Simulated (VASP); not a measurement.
Set up this calculation in VASP 6.6.1, as the native input.

| Item | Value |
| --- | --- |
| Task | single point |
| Functional | PBE |
| Potentials or basis | VASP PAW PBE potentials, release 64 (Ga_d, P) |
| Cutoff | 520 eV |
| k mesh | 14 × 14 × 14 |
| Occupations | gaussian, width 0.02 eV |
| Spin | no spin polarisation |
| Further INCAR settings | ALGO = Normal; EDIFF = 1e-07; NBANDS = 16 |

The structure of GaP lies in POSCAR:

```
GaP
1.0
    0.0000000000      2.7252500000      2.7252500000
    2.7252500000      0.0000000000      2.7252500000
    2.7252500000      2.7252500000      0.0000000000
Ga P
1 1
Direct
    0.0000000000      0.0000000000      0.0000000000
    0.2500000000      0.2500000000      0.2500000000
```

The input as run:

INCAR

```
SYSTEM = GaP
PREC = Accurate ; ENCUT = 520
EDIFF = 1E-7 ; ISMEAR = 0
SIGMA = 0.02 ; LREAL = .FALSE.
LASPH = .TRUE. ; NELM = 100
ALGO = Normal ; ISIF = 2
LWAVE = .FALSE. ; LCHARG = .FALSE.
GGA = PE ; NBANDS = 16
```

KPOINTS

```
regular mesh
0
G
  14 14 14
  0 0 0
```

Potentials or basis: VASP PAW PBE potentials, release 64 (Ga_d, P).

Launch:

```bash
$ cat potpaw_PBE.64/Ga_d/POTCAR potpaw_PBE.64/P/POTCAR > POTCAR
$ mpirun -np 1 vasp_std > vasp.out
```

Results of the run:

- Pressure: 2.5 GPa
- Band gap on the k mesh: 1.59 eV, indirect (least direct gap 1.83 eV)

Wall time 40 s on 1 thread of Intel(R) Xeon(R) Platinum 8488C (Sapphire Rapids) (shared host), peak memory 0.21 GiB.
